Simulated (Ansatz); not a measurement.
**All-electron card of NaCl**

```
Na Cl
1.0
     2.86000    0.00000    0.00000
     0.00000    2.86000    0.00000
     0.00000    0.00000    2.86000
Na Cl
1 1
Direct
  0.00000 0.00000 0.00000
  0.50000 0.50000 0.50000
```

Atoms are numbered in the order listed.

The cell is a database entry far from equilibrium at this level of theory, probably a faulty or high-pressure entry; it serves as a test geometry alone.

Methods: DFT, PBE, all-electron LAPW, scalar-relativistic (Ansatz 0.2.0); DFT, PBE, PAW with Ansatz's default frozen-core files, scalar-relativistic (Ansatz 0.2.0).

For LAPW: a Γ-centred 9×9×9 k mesh, Fermi–Dirac smearing of 0.03 eV, basis error target 0.5 meV/atom, no spin polarisation. PAW takes a cutoff of 420 eV at this cell. The Ansatz runs share mesh, smearing and spin set-up. Values come from LAPW unless marked.

```json
{
  "Pressure at this cell": "64.9 GPa",
  "Band gap": "4.37 eV, direct at M (0.5, 0.5, 0)",
  "Löwdin charges (with 0.07 e of the cell spilling out of the atomic basis, so their sizes and signs hang on that basis)": "Na1 0.70, Cl2 -0.63 e",
  "Bader charges (from the PAW run)": "Na1 +0.82, Cl2 -0.82 e",
  "Volume per atom": "11.70 Å³"
}
```
